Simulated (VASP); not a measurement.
A run of VASP 6.6.1 is set up as follows.

The input INCAR:

```
  PREC = Accurate
  ENCUT = 600
  EDIFF = 1E-6
  ISMEAR = 0
  SIGMA = 0.02
  LREAL = F
  LASPH = T
  NELM = 100
  ALGO = Normal
  ISIF = 3
  LWAVE = F
  LCHARG = F
  GGA = PE
  IBRION = 2
  NSW = 100
  EDIFFG = -0.005
```

The input KPOINTS:

```
Automatic mesh
0
Gamma
  12 12 6
```

Contents of POSCAR:

```
ZnO
1.0
    3.2493080000      0.0000000000      0.0000000000
   -1.6246540000      2.8139832727      0.0000000000
    0.0000000000      0.0000000000      5.2057090000
Zn O
2 2
Direct
    0.3333333333      0.6666666667      0.5000000000
    0.6666666667      0.3333333333      0.0000000000
    0.6666666667      0.3333333333      0.3790100000
    0.3333333333      0.6666666667      0.8790100000
```

Potentials or basis: VASP PAW PBE potentials, release 64 (Zn, O).

The run is started by

```console
$ cat potpaw_PBE.64/Zn/POTCAR potpaw_PBE.64/O/POTCAR > POTCAR
$ mpirun -np 1 vasp_std > vasp.out
```

Q: What does it give for the band gap on the k mesh?

A: 0.72 eV, direct.

Q: Predict the relaxed cell.

A: a = 3.286 Å, b = 3.286 Å, c = 5.300 Å, α = 90.00°, β = 90.00°, γ = 120.00°.

Q: Predict the space group after relaxing (to 0.05 Å).

A: P6_3mc (No. 186).

Q: What does it give for the relaxed volume?

A: 12.39 Å³/atom.

The path:
```
step  energy change (eV)  largest force (eV/Å)  pressure (GPa)  volume (Å³)
   1              0.0000                0.0740            5.84        47.60
   2             -0.0270                0.0269           -2.62        50.65
   3             -0.0357                0.0012           -0.01        49.59
   4             -0.0357                0.0023           -0.06        49.63
   5             -0.0357                0.0109           -0.01        49.62
   6             -0.0357                0.0153           -0.10        49.62
   7             -0.0358                0.0117           -0.01        49.57
   8             -0.0358                0.0101            0.08        49.54
   9             -0.0358                0.0103            0.14        49.54
  10             -0.0358                0.0109            0.11        49.56
  11             -0.0358                0.0126            0.00        49.56
  12             -0.0358                0.0103            0.13        49.56
  13             -0.0358                0.0120            0.06        49.56
  14             -0.0358                0.0025            0.06        49.57
  15             -0.0358                0.0001           -0.01        49.58
```

PBE usually gives volumes a little too large and moduli too small. Zero-point motion and thermal expansion aren't in these numbers.
